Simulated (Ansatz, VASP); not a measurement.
## MgO: VASP beside Ansatz

```xyz
4
Lattice="3.5044 0.0000 0.0000 -1.7522 3.0349 0.0000 0.0000 0.0000 5.1295" Properties=species:S:1:pos:R:3 pbc="T T T"
Mg    0.0000    2.0232   -0.1433
Mg    1.7522    1.0116    2.4214
O     0.0000    2.0232    2.2187
O     1.7522    1.0116    4.7835
```

Alike in both runs: task single point; functional PBE; k mesh 9 × 9 × 6; occupations gaussian, width 0.02 eV; no spin polarisation.

```csv
,VASP,Ansatz
version,VASP 6.6.1,Ansatz 0.2.0
potentials or method,"VASP PAW PBE potentials, release 64 (Mg, O)","scalar-relativistic, plane waves, PAW"
plane-wave cutoff (eV),520,420
valence electrons in the cell,16,32
```

|  | VASP | Ansatz | Ansatz less VASP |
| --- | --- | --- | --- |
| gap on the k mesh at the Fermi level (eV) | 2.31 | 2.33 | +0.020 |
| least direct gap on the mesh (eV) | 2.31 | 2.33 | +0.020 |
| pressure (GPa) | -11.6 | -11.2 | +0.40 |
| largest component of the traceless stress (GPa) | 2.43 | 2.43 | -0.002 |
| rms of the force components (eV/Å) | 0.195 | 0.193 | -0.0016 |

Atom by atom the forces differ by 0.002 eV/Å (rms over components). The functional is the same, so the differences come from potentials, cutoffs and numerics. The two sets of potentials don't hold the same shells in valence.
